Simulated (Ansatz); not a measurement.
Se, DFT, PBEsol, all-electron PAW with datasets made for the crystal, scalar-relativistic (Ansatz 0.2.0), run on 1 thread of Arm Neoverse V2 on a shared host.

The cell is COD entry 9012501, as deposited and not checked against the literature; nothing was relaxed. The listed cell was then made from it by scaling, straining or moving an atom.

Command: `ansatz run input.yaml --threads 1 --pin off --max-ram 6144MiB --backend cpu --events-out ev --progress --plain --runs-dir out`

```yaml
crystal:
  lattice:
    - [4.4535239479, 0.0, 0.0]
    - [-2.226761974, 3.8568648753, 0.0]
    - [0.0, 0.0, 4.9536]
  atoms:
    - { symbol: Se, position: [0.2254, 0.0, 0.3333333333] }
    - { symbol: Se, position: [0.0, 0.2254, 0.6666666667] }
    - { symbol: Se, position: [0.7746, 0.7746, 0.0] }
kpoints:
  mp_grid: { grid: [6, 6, 5] }
scf:
  occupations: { method: fermi_dirac, width: 0.03 }
hamiltonian:
  xc: pbesol
  pseudopotentials: { kind: all_electron, datasets: crystal }
output:
  forces: true
  stress: true
  eigenvalues: true
  efg: { contact_densities: true }
```

Question: How large is the problem that the program sets up?

Answer: 27 irreducible k-points, 563 plane waves at Γ, 13 bands.

Question: Estimate the wall time and the peak memory.

Answer: 5.7 s of wall time for 7 SCF iterations, with a peak of 0.39 GiB. Times on shared machines scatter by tens of per cent.

Question: And the same cell and mesh by frozen-core PAW, asked for forces, stress, eigenvalues, efg, on the same hardware?

Answer: 6.5 s, peak memory 0.33 GiB.
